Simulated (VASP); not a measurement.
A run of VASP 6.6.1:

Contents of INCAR:

```
SYSTEM = C
PREC = Accurate ; ENCUT = 520
EDIFF = 1E-6 ; ISMEAR = 0
SIGMA = 0.1 ; LREAL = .False.
LASPH = .True. ; NELM = 100
ALGO = Fast ; ISIF = 2
LWAVE = .False. ; LCHARG = .False.
GGA = PE ; IVDW = 12
NBANDS = 11
```

Contents of KPOINTS:

```
Automatic mesh
0
Gamma
  9 9 9
  0 0 0
```

The input POSCAR:

```
C
1.0
    1.2280263465      0.7090013417      3.3470108394
   -1.2280263465      0.7090013417      3.3470108394
    0.0000000000     -1.4180026834      3.3470108394
C
2
Direct
    0.1640000000      0.1640000000      0.1640000000
    0.8360000000      0.8360000000      0.8360000000
```

Potentials or basis: VASP PAW PBE potentials, release 64 (C).

Command:

```bash
$ cat potpaw_PBE.64/C/POTCAR > POTCAR
$ mpirun -np 1 vasp_std > vasp.out
```

Hardware: 1 thread of Intel(R) Xeon(R) Platinum 8375C CPU @ 2.90GHz (Ice Lake), with other jobs on the host.

Task: Estimate the wall time of this run.

Result: Run time: 48 s on 1 thread of Intel(R) Xeon(R) Platinum 8375C CPU @ 2.90GHz (Ice Lake), with other jobs on the host, peak memory 0.16 GiB. Counts: scf iterations 13, k points 85.
